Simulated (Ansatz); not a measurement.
The system is Ni.

```xyz
2
Lattice="2.4480 0.0000 0.0000 -1.2240 2.1201 0.0000 0.0000 0.0000 4.0728" Properties=species:S:1:pos:R:3 pbc="T T T"
Ni    1.2240    0.7067    3.0546
Ni    0.0000    1.4134    1.0182
```

This isn't the form of Ni at room conditions, which is fcc.

Base run:

| Item | Value |
| --- | --- |
| Program | Ansatz 0.2.0 |
| Functional | PBE |
| Potentials or basis | Ansatz PAW |
| Cutoff | 420 eV (not typed: the program's choice for these potentials) |
| k mesh | 10 × 10 × 6 |
| Occupations | fermi-dirac, width 0.05 eV |
| Spin | collinear spin, ferromagnetic start |
| Starting moments | [1.5, 1.5] μB |
| Fixed moment | 3 μB |

Its results: pressure 19.0 GPa; site moments Ni +1.42 μB.

After a change of settings the same cell gave: pressure 7.9 GPa; site moments Ni +0.78 μB. Which change was it?
A. fixed moment from 3 μB to 4 μB; moments at the start from [1.5, 1.5] to [2.0, 2.0]
B. fixed moment from 3 μB to 2 μB; moments at the start from [1.5, 1.5] to [1.0, 1.0]
C. fixed moment from 3 μB to 1.5 μB; moments at the start from [1.5, 1.5] to [0.75, 0.75]
D. fixed moment from 3 μB to 0.5 μB; moments at the start from [1.5, 1.5] to [0.25, 0.25]

C.

Caveats: the total moment is fixed, so each spin has its own Fermi level; the thresholds are loose for stress.
